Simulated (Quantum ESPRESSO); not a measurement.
# WS2 in Quantum ESPRESSO: further runs

Runs on WS2. Level: LDA. Tasks: single point, equation of state, band structure.

All numbers are computed with Quantum ESPRESSO 7.5; they aren't measurements. Logs are shortened: lines on timing, memory, paths and dates and some standing lists are left out, and cuts for length are marked.

## 1. Starting point

The cell holds a slab with vacuum, 3 atoms: a = 3.184 Å, b = 3.184 Å, c = 16.951 Å, α = 90.00°, β = 90.00°, γ = 120.00°.

## 2. Single point, LDA, 46.62 Å³/atom

pw.in

```
&CONTROL
  calculation = 'scf'
  prefix = 'pwscf'
  outdir = './tmp'
  pseudo_dir = './pseudo'
  tprnfor = .true.
  tstress = .true.
  disk_io = 'nowf'
/
&SYSTEM
  ibrav = 0
  nat = 3
  ntyp = 2
  ecutwfc = 70
  nbnd = 20
  occupations = 'smearing'
  smearing = 'fd'
  degauss = 0.00367493
/
&ELECTRONS
  conv_thr = 6d-10
  electron_maxstep = 120
  mixing_beta = 0.5
/
ATOMIC_SPECIES
W    183.8400 W.upf
S     32.0600 S.upf
CELL_PARAMETERS angstrom
   3.1185283984    0.0000000000    0.0000000000
  -1.5592641992    2.7007248154    0.0000000000
   0.0000000000    0.0000000000   16.6045506357
ATOMIC_POSITIONS crystal
W      0.0000000000    0.0000000000    0.0000000000
S      0.3333333333    0.6666666667    0.0920005100
S      0.3333333333    0.6666666667    0.9079994900
K_POINTS automatic
10 10 2 0 0 0
```

Potentials or basis: PseudoDojo 0.4.1 SR LDA standard.

Command:

```
> OMP_NUM_THREADS=1 pw.x -in pw.in > pw.out
```

pw.out:

```text
This program is part of the open-source Quantum ESPRESSO suite
     for quantum simulation of materials; please cite
[... 9 lines left out ...]
     --------------------
     sticks:   dense  smooth     PW     G-vecs:    dense   smooth      PW
     Sum         673     673    199                74663    74663   11857

     Using Slab Decomposition

     bravais-lattice index     =            0
     lattice parameter (alat)  =       5.8932  a.u.
     unit-cell volume          =     943.7430 (a.u.)^3
     number of atoms/cell      =            3
     number of atomic types    =            2
     number of electrons       =        26.00
     number of Kohn-Sham states=           20
     kinetic-energy cutoff     =      70.0000  Ry
     charge density cutoff     =     280.0000  Ry
     scf convergence threshold =      6.0E-10
     mixing beta               =       0.5000
     number of iterations used =            8  plain     mixing
     Exchange-correlation= SLA  PW   NOGX NOGC
                           (   1   4   0   0   0   0   0)

     celldm(1)=   5.893165  celldm(2)=   0.000000  celldm(3)=   0.000000
     celldm(4)=   0.000000  celldm(5)=   0.000000  celldm(6)=   0.000000

     crystal axes: (cart. coord. in units of alat)
               a(1) = (   1.000000   0.000000   0.000000 )
               a(2) = (  -0.500000   0.866025   0.000000 )
               a(3) = (   0.000000   0.000000   5.324483 )

     reciprocal axes: (cart. coord. in units 2 pi/alat)
               b(1) = (  1.000000  0.577350 -0.000000 )
               b(2) = (  0.000000  1.154701  0.000000 )
               b(3) = (  0.000000 -0.000000  0.187812 )

     PseudoPot. # 1 for W  read from file:
     W.upf
     Pseudo is Norm-conserving + core correction, Zval = 14.0
     Generated using ONCVPSP code by D. R. Hamann
     Using radial grid of 1380 points,  8 beta functions with:
                l(1) =   0
                l(2) =   0
                l(3) =   1
                l(4) =   1
                l(5) =   2
                l(6) =   2
                l(7) =   3
                l(8) =   3

     PseudoPot. # 2 for S  read from file:
     S.upf
     Pseudo is Norm-conserving + core correction, Zval =  6.0
     Generated using ONCVPSP code by D. R. Hamann
     Using radial grid of 1132 points,  6 beta functions with:
                l(1) =   0
                l(2) =   0
                l(3) =   1
                l(4) =   1
                l(5) =   2
                l(6) =   2

     atomic species   valence    mass     pseudopotential
     W                14.00   183.84000     W ( 1.00)
     S                 6.00    32.06000     S ( 1.00)

     12 Sym. Ops. (no inversion) found

   Cartesian axes

     site n.     atom                  positions (alat units)
         1        W      tau(   1) = (   0.0000000   0.0000000   0.0000000  )
         2        S      tau(   2) = (  -0.0000000   0.5773503   0.4898551  )
         3        S      tau(   3) = (  -0.0000000   0.5773503   4.8346276  )

     number of k points=    28  Fermi-Dirac smearing, width (Ry)=  0.0037
                       cart. coord. in units 2pi/alat
        k(    1) = (   0.0000000   0.0000000   0.0000000), wk =   0.0100000
        k(    2) = (   0.0000000   0.0000000  -0.0939058), wk =   0.0100000
        k(    3) = (   0.0000000   0.1154701   0.0000000), wk =   0.0600000
        k(    4) = (   0.0000000   0.1154701  -0.0939058), wk =   0.0600000
        k(    5) = (   0.0000000   0.2309401   0.0000000), wk =   0.0600000
        k(    6) = (   0.0000000   0.2309401  -0.0939058), wk =   0.0600000
[... 20 lines left out ...]
        k(   27) = (   0.3000000   0.5196152   0.0000000), wk =   0.0600000
        k(   28) = (   0.3000000   0.5196152  -0.0939058), wk =   0.0600000

     Dense  grid:    74663 G-vectors     FFT dimensions: (  32,  32, 180)

     Initial potential from superposition of free atoms

     starting charge      25.9995, renormalised to      26.0000

     negative rho (up, down):  1.442E-05 0.000E+00
     Starting wfcs are   18 randomized atomic wfcs +    2 random wfcs

     Self-consistent Calculation

     iteration #  1     ecut=    70.00 Ry     beta= 0.50
     Davidson diagonalization with overlap
     ethr =  1.00E-02,  avg # of iterations =  6.5

     Threshold (ethr) on eigenvalues was too large:
     Diagonalizing with lowered threshold

     Davidson diagonalization with overlap
     ethr =  3.06E-04,  avg # of iterations =  4.4

     negative rho (up, down):  5.269E-06 0.000E+00

     total energy              =    -196.26145670 Ry
     estimated scf accuracy    <       0.09292197 Ry

     iteration #  2     ecut=    70.00 Ry     beta= 0.50
     Davidson diagonalization with overlap
     ethr =  3.57E-04,  avg # of iterations =  3.9

     negative rho (up, down):  1.658E-06 0.000E+00

     total energy              =    -196.27647640 Ry
     estimated scf accuracy    <       0.00716008 Ry

     iteration #  3     ecut=    70.00 Ry     beta= 0.50
     Davidson diagonalization with overlap
     ethr =  2.75E-05,  avg # of iterations =  5.2

     negative rho (up, down):  9.609E-07 0.000E+00

     total energy              =    -196.27638858 Ry
     estimated scf accuracy    <       0.00601297 Ry

     iteration #  4     ecut=    70.00 Ry     beta= 0.50
     Davidson diagonalization with overlap
     ethr =  2.31E-05,  avg # of iterations =  2.4

     negative rho (up, down):  2.583E-08 0.000E+00

     total energy              =    -196.27747161 Ry
     estimated scf accuracy    <       0.00130151 Ry

     iteration #  5     ecut=    70.00 Ry     beta= 0.50
     Davidson diagonalization with overlap
     ethr =  5.01E-06,  avg # of iterations =  1.9

     total energy              =    -196.27760684 Ry
     estimated scf accuracy    <       0.00001881 Ry

     iteration #  6     ecut=    70.00 Ry     beta= 0.50
     Davidson diagonalization with overlap
     ethr =  7.24E-08,  avg # of iterations =  4.0

     total energy              =    -196.27761683 Ry
     estimated scf accuracy    <       0.00000475 Ry

     iteration #  7     ecut=    70.00 Ry     beta= 0.50
     Davidson diagonalization with overlap
     ethr =  1.83E-08,  avg # of iterations =  2.0

     total energy              =    -196.27761749 Ry
     estimated scf accuracy    <       0.00000013 Ry

     iteration #  8     ecut=    70.00 Ry     beta= 0.50
     Davidson diagonalization with overlap
     ethr =  4.90E-10,  avg # of iterations =  4.0

     total energy              =    -196.27761755 Ry
     estimated scf accuracy    <       0.00000003 Ry

     iteration #  9     ecut=    70.00 Ry     beta= 0.50
     Davidson diagonalization with overlap
     ethr =  1.01E-10,  avg # of iterations =  2.0

     total energy              =    -196.27761755 Ry
     estimated scf accuracy    <          1.3E-09 Ry

     iteration # 10     ecut=    70.00 Ry     beta= 0.50
     Davidson diagonalization with overlap
     ethr =  5.14E-12,  avg # of iterations =  2.9

     End of self-consistent calculation

          k = 0.0000 0.0000 0.0000 (  9293 PWs)   bands (ev):

   -73.4375 -37.7536 -37.5301 -37.5301 -14.7018 -12.8041  -6.2453  -2.6787
    -2.6787  -1.7296  -1.3058  -1.3058   0.3587   3.4808   3.4808   3.7738
     3.7738   5.6377   6.0881   6.1697

          k = 0.0000 0.0000-0.0939 (  9288 PWs)   bands (ev):

   -73.4375 -37.7536 -37.5301 -37.5301 -14.7018 -12.8041  -6.2453  -2.6787
    -2.6787  -1.7296  -1.3058  -1.3058   0.3587   3.4808   3.4808   3.7738
     3.7738   5.6966   5.8897   6.3168

          k = 0.0000 0.1155 0.0000 (  9323 PWs)   bands (ev):

   -73.4353 -37.7458 -37.5722 -37.5398 -14.5189 -12.7449  -6.0389  -3.1003
    -2.4965  -2.3667  -1.5776  -0.9570   0.2759   3.3231   3.3425   3.6035
     3.8171   6.0143   6.2892   6.7994

          k = 0.0000 0.1155-0.0939 (  9312 PWs)   bands (ev):

   -73.4353 -37.7458 -37.5722 -37.5398 -14.5189 -12.7449  -6.0389  -3.1003
    -2.4965  -2.3667  -1.5776  -0.9570   0.2759   3.3233   3.3425   3.6035
     3.8171   6.0938   6.1464   6.9132

          k = 0.0000 0.2309 0.0000 (  9307 PWs)   bands (ev):

   -73.4296 -37.7255 -37.6809 -37.5649 -14.0110 -12.5816  -5.5449  -3.9445
    -3.2391  -2.1549  -2.0100  -1.0026  -0.1599   2.8434   3.2827   3.4908
     4.5158   6.6176   6.8515   7.8205

          k = 0.0000 0.2309-0.0939 (  9318 PWs)   bands (ev):

   -73.4296 -37.7255 -37.6809 -37.5649 -14.0110 -12.5816  -5.5449  -3.9445
    -3.2391  -2.1549  -2.0100  -1.0026  -0.1599   2.8434   3.2827   3.4907
     4.5158   6.6772   6.7537   8.2837

          k = 0.0000 0.3464 0.0000 (  9340 PWs)   bands (ev):

   -73.4224 -37.8127 -37.7001 -37.5958 -13.3028 -12.3594  -5.5196  -4.2569
    -4.0820  -2.7140  -1.4095  -1.3486  -0.7955   2.9937   3.1356   4.0626
     5.1180   7.2383   7.5567   8.0526

          k = 0.0000 0.3464-0.0939 (  9320 PWs)   bands (ev):

   -73.4224 -37.8127 -37.7001 -37.5958 -13.3028 -12.3594  -5.5196  -4.2569
    -4.0820  -2.7140  -1.4095  -1.3486  -0.7955   2.9937   3.1356   4.0626
     5.1180   7.2759   7.4722   8.1743

          k = 0.0000 0.4619 0.0000 (  9338 PWs)   bands (ev):

   -73.4167 -37.9172 -37.6796 -37.6206 -12.6243 -12.1584  -6.1179  -4.7250
    -4.1591  -3.0921  -1.6046  -0.9638  -0.7965   3.2963   3.5092   4.4965
     5.4419   6.5110   7.8761   8.1723

          k = 0.0000 0.4619-0.0939 (  9330 PWs)   bands (ev):

   -73.4167 -37.9172 -37.6796 -37.6206 -12.6243 -12.1584  -6.1179  -4.7250
    -4.1591  -3.0921  -1.6046  -0.9638  -0.7965   3.2963   3.5092   4.4965
     5.4419   6.5111   7.8719   8.1858

          k = 0.0000-0.5774 0.0000 (  9346 PWs)   bands (ev):

   -73.4145 -37.9567 -37.6717 -37.6301 -12.3250 -12.0753  -6.4055  -4.9695
    -4.2229  -3.2240  -1.6857  -0.8150  -0.5270   3.4597   3.9458   4.5876
     5.5337   5.5935   8.0597   8.5345

          k = 0.0000-0.5774-0.0939 (  9348 PWs)   bands (ev):

   -73.4145 -37.9567 -37.6717 -37.6301 -12.3250 -12.0753  -6.4055  -4.9695
    -4.2229  -3.2240  -1.6857  -0.8150  -0.5270   3.4597   3.9458   4.5875
     5.5337   5.5935   8.0595   8.5355

          k = 0.1000 0.1732 0.0000 (  9318 PWs)   bands (ev):

   -73.4313 -37.7318 -37.6445 -37.5602 -14.1730 -12.6332  -5.6730  -3.7177
    -2.9166  -2.2158  -2.1882  -0.7648   0.0184   2.8979   3.2595   3.3346
     4.4140   6.4630   6.6784   7.6998

          k = 0.1000 0.1732-0.0939 (  9312 PWs)   bands (ev):

   -73.4313 -37.7318 -37.6445 -37.5602 -14.1730 -12.6332  -5.6730  -3.7177
    -2.9166  -2.2158  -2.1882  -0.7648   0.0184   2.8980   3.2594   3.3346
     4.4139   6.4930   6.6211   8.0741

          k = 0.1000 0.2887 0.0000 (  9307 PWs)   bands (ev):

   -73.4249 -37.7574 -37.7089 -37.5956 -13.5607 -12.4367  -5.3003  -4.2886
    -3.6639  -2.9153  -1.8371  -0.9037  -0.4903   2.6342   3.2915   3.5564
     5.1187   7.1703   7.3735   8.3895

          k = 0.1000 0.2887-0.0939 (  9314 PWs)   bands (ev):

   -73.4249 -37.7574 -37.7089 -37.5956 -13.5607 -12.4367  -5.3003  -4.2887
    -3.6639  -2.9153  -1.8371  -0.9037  -0.4903   2.6342   3.2915   3.5564
     5.1186   7.2309   7.2879   8.7168

          k = 0.1000 0.4041 0.0000 (  9330 PWs)   bands (ev):

   -73.4185 -37.8677 -37.6860 -37.6311 -12.8517 -12.2154  -5.7289  -4.5220
    -4.1062  -3.1765  -1.8091  -1.3068  -0.5744   2.8808   3.5581   4.1504
     5.4291   7.4563   8.0598   8.1144

          k = 0.1000 0.4041-0.0939 (  9334 PWs)   bands (ev):

   -73.4185 -37.8677 -37.6860 -37.6311 -12.8517 -12.2154  -5.7289  -4.5220
    -4.1062  -3.1765  -1.8091  -1.3068  -0.5744   2.8808   3.5581   4.1504
     5.4291   7.4598   8.0223   8.1571

          k = 0.1000 0.5196 0.0000 (  9354 PWs)   bands (ev):

   -73.4145 -37.9349 -37.6717 -37.6530 -12.3355 -12.0621  -6.1798  -5.0553
    -4.1368  -3.2240  -1.6654  -1.6173  -0.2913   3.3314   3.9051   4.7020
     5.1847   6.1388   8.6882   8.7489

          k = 0.1000 0.5196-0.0939 (  9340 PWs)   bands (ev):

   -73.4145 -37.9349 -37.6717 -37.6530 -12.3355 -12.0621  -6.1798  -5.0553
    -4.1368  -3.2240  -1.6654  -1.6173  -0.2913   3.3314   3.9051   4.7020
     5.1847   6.1388   8.6858   8.7536

          k = 0.2000 0.3464 0.0000 (  9336 PWs)   bands (ev):

   -73.4191 -37.8349 -37.6884 -37.6494 -12.9363 -12.2329  -5.4446  -4.3990
    -4.0782  -3.3697  -2.3129  -1.0238  -0.5118   2.6490   3.6249   3.7654
     5.6344   7.9029   8.1605   8.4542

          k = 0.2000 0.3464-0.0939 (  9336 PWs)   bands (ev):

   -73.4191 -37.8349 -37.6884 -37.6494 -12.9363 -12.2329  -5.4446  -4.3990
    -4.0782  -3.3697  -2.3129  -1.0238  -0.5118   2.6490   3.6249   3.7654
     5.6343   7.9554   8.0763   8.4766

          k = 0.2000 0.4619 0.0000 (  9341 PWs)   bands (ev):

   -73.4145 -37.8890 -37.7008 -37.6718 -12.3523 -12.0406  -5.7169  -5.1814
    -3.8957  -3.2594  -2.8031  -1.4550  -0.2645   3.0503   3.9218   4.0786
     5.7976   7.2107   8.7565   8.9681

          k = 0.2000 0.4619-0.0939 (  9354 PWs)   bands (ev):

   -73.4145 -37.8890 -37.7008 -37.6718 -12.3523 -12.0406  -5.7169  -5.1814
    -3.8957  -3.2594  -2.8031  -1.4550  -0.2645   3.0503   3.9218   4.0786
     5.7976   7.2109   8.7631   8.9507

          k = 0.2000 0.5774 0.0000 (  9370 PWs)   bands (ev):

   -73.4127 -37.9079 -37.7220 -37.6654 -12.1028 -11.9585  -5.8094  -5.4832
    -4.0641  -3.1179  -2.8194  -1.7225   0.0176   2.9174   4.2073   4.3870
     5.7824   6.4481   8.9408   9.7151

          k = 0.2000 0.5774-0.0939 (  9384 PWs)   bands (ev):

   -73.4127 -37.9079 -37.7220 -37.6654 -12.1028 -11.9585  -5.8094  -5.4832
    -4.0641  -3.1179  -2.8194  -1.7225   0.0176   2.9174   4.2073   4.3870
     5.7824   6.4481   8.9408   9.7127

          k = 0.3000 0.5196 0.0000 (  9346 PWs)   bands (ev):

   -73.4120 -37.8694 -37.7769 -37.6630 -12.0160 -11.9115  -5.6774  -5.3971
    -4.0877  -3.4859  -3.0010  -1.8162   0.2029   2.5225   3.9000   4.6021
     6.3267   7.1372   7.9336   9.5698

          k = 0.3000 0.5196-0.0939 (  9382 PWs)   bands (ev):

   -73.4120 -37.8694 -37.7769 -37.6630 -12.0160 -11.9115  -5.6774  -5.3971
    -4.0877  -3.4859  -3.0010  -1.8162   0.2028   2.5224   3.9000   4.6021
     6.3266   7.1373   7.9336   9.5680

     the Fermi energy is     1.4218 ev

!    total energy              =    -196.27761755 Ry
     estimated scf accuracy    <          2.2E-10 Ry
     smearing contrib. (-TS)   =      -0.00000000 Ry
     internal energy E=F+TS    =    -196.27761755 Ry

     The total energy is F=E-TS. E is the sum of the following terms:
     one-electron contribution =    -877.20909621 Ry
     hartree contribution      =     439.16424211 Ry
     xc contribution           =     -45.81558657 Ry
     ewald contribution        =     287.58282311 Ry

     convergence has been achieved in  10 iterations

     Forces acting on atoms (cartesian axes, Ry/au):

     atom    1 type  1   force =     0.00000000    0.00000000    0.00000000
     atom    2 type  2   force =     0.00000000    0.00000000    0.02877736
     atom    3 type  2   force =     0.00000000    0.00000000   -0.02877736

     Total force =     0.040697     Total SCF correction =     0.000030

     Computing stress (Cartesian axis) and pressure

          total   stress  (Ry/bohr**3)                   (kbar)     P=       16.33
   0.00007917  -0.00000000   0.00000000           11.65       -0.00        0.00
   0.00000000   0.00007917   0.00000000            0.00       11.65        0.00
   0.00000000  -0.00000000   0.00017459            0.00       -0.00       25.68

=------------------------------------------------------------------------------=
   JOB DONE.
=------------------------------------------------------------------------------=
```

Wall time 65 s (1 thread of Arm Neoverse V2, shared host); peak memory 0.23 GiB.

Results:

```
Free energy            : -2670.4930 eV
Largest force          : 0.740 eV/Å
Band gap on the k mesh : 2.16 eV, indirect (least direct gap 2.32 eV)
```

Caveat: spin-orbit coupling is left out, which moves the levels of the heavy elements.

## 3. Single point, LDA, 47.61 Å³/atom

Changes to pw.in since step 2:

```diff
@@ -28,5 +28,5 @@
 CELL_PARAMETERS angstrom
-   3.1185283984    0.0000000000    0.0000000000
-  -1.5592641992    2.7007248154    0.0000000000
-   0.0000000000    0.0000000000   16.6045506357
+   3.1404905896    0.0000000000    0.0000000000
+  -1.5702452948    2.7197446309    0.0000000000
+   0.0000000000    0.0000000000   16.7214879437
 ATOMIC_POSITIONS crystal
```

Potentials or basis: PseudoDojo 0.4.1 SR LDA standard.

Command:

```
> OMP_NUM_THREADS=1 pw.x -in pw.in > pw.out
```

It took 67 s on 1 thread of Arm Neoverse V2, shared host; peak memory 0.24 GiB.

Results (log left out):

| Property | Result |
| --- | --- |
| Free energy | -2670.5103 eV |
| Largest force | 0.317 eV/Å |
| Band gap on the k mesh | 2.10 eV, indirect (least direct gap 2.26 eV) |

Caveat: spin-orbit coupling is left out, which moves the levels of the heavy elements.

## 4. Single point, LDA, 48.60 Å³/atom

Changes to pw.in since step 3:

```diff
@@ -28,5 +28,5 @@
 CELL_PARAMETERS angstrom
-   3.1404905896    0.0000000000    0.0000000000
-  -1.5702452948    2.7197446309    0.0000000000
-   0.0000000000    0.0000000000   16.7214879437
+   3.1621498298    0.0000000000    0.0000000000
+  -1.5810749149    2.7385020831    0.0000000000
+   0.0000000000    0.0000000000   16.8368121945
 ATOMIC_POSITIONS crystal
```

Command:

```
> OMP_NUM_THREADS=1 pw.x -in pw.in > pw.out
```

Wall time 61 s (1 thread of Arm Neoverse V2, shared host); peak memory 0.24 GiB.

The run converged. Its results:

| Property | Result |
| --- | --- |
| Free energy | -2670.5026 eV |
| Largest force | 0.074 eV/Å |
| Band gap on the k mesh | 2.04 eV, indirect (least direct gap 2.19 eV) |

Caveat: spin-orbit coupling is left out, which moves the levels of the heavy elements.

## 5. Single point, LDA, 49.59 Å³/atom

Changes to pw.in since step 4:

```diff
@@ -28,5 +28,5 @@
 CELL_PARAMETERS angstrom
-   3.1621498298    0.0000000000    0.0000000000
-  -1.5810749149    2.7385020831    0.0000000000
-   0.0000000000    0.0000000000   16.8368121945
+   3.1835163552    0.0000000000    0.0000000000
+  -1.5917581776    2.7570060369    0.0000000000
+   0.0000000000    0.0000000000   16.9505778900
 ATOMIC_POSITIONS crystal
```

Command:

```
> OMP_NUM_THREADS=1 pw.x -in pw.in > pw.out
```

It took 81 s on 1 thread of Arm Neoverse V2, shared host; peak memory 0.25 GiB.

It converged, with:

```
Free energy            : -2670.4725 eV
Largest force          : 0.435 eV/Å
Band gap on the k mesh : 1.98 eV, indirect (least direct gap 2.14 eV)
```

Caveat: spin-orbit coupling is left out, which moves the levels of the heavy elements.

## 6. Single point, LDA, 50.58 Å³/atom

Changes to pw.in since step 5:

```diff
@@ -28,5 +28,5 @@
 CELL_PARAMETERS angstrom
-   3.1835163552    0.0000000000    0.0000000000
-  -1.5917581776    2.7570060369    0.0000000000
-   0.0000000000    0.0000000000   16.9505778900
+   3.2045998594    0.0000000000    0.0000000000
+  -1.6022999297    2.7752648871    0.0000000000
+   0.0000000000    0.0000000000   17.0628366442
 ATOMIC_POSITIONS crystal
```

Potentials or basis: PseudoDojo 0.4.1 SR LDA standard.

Command:

```
> OMP_NUM_THREADS=1 pw.x -in pw.in > pw.out
```

Wall time 89 s (1 thread of Arm Neoverse V2, shared host); peak memory 0.25 GiB.

Results (log left out):

| Quantity | Value |
| --- | --- |
| Free energy | -2670.4224 eV |
| Largest force | 0.768 eV/Å |
| Band gap on the k mesh | 1.92 eV, indirect (least direct gap 2.08 eV) |

Caveat: spin-orbit coupling is left out, which moves the levels of the heavy elements.

## 7. Single point, LDA, 51.58 Å³/atom

Changes to pw.in since step 6:

```diff
@@ -28,5 +28,5 @@
 CELL_PARAMETERS angstrom
-   3.2045998594    0.0000000000    0.0000000000
-  -1.6022999297    2.7752648871    0.0000000000
-   0.0000000000    0.0000000000   17.0628366442
+   3.2254095325    0.0000000000    0.0000000000
+  -1.6127047662    2.7932865927    0.0000000000
+   0.0000000000    0.0000000000   17.1736373894
 ATOMIC_POSITIONS crystal
```

Command:

```
> OMP_NUM_THREADS=1 pw.x -in pw.in > pw.out
```

Run time: 97 s. Hardware: 1 thread of Arm Neoverse V2, shared host; peak memory 0.25 GiB.

The run converged. Its results:

| Property | Result |
| --- | --- |
| Free energy | -2670.3544 eV |
| Largest force | 1.076 eV/Å |
| Band gap on the k mesh | 1.87 eV, indirect (least direct gap 2.02 eV) |

Caveat: spin-orbit coupling is left out, which moves the levels of the heavy elements.

(Part 1 of 2 ends here.)
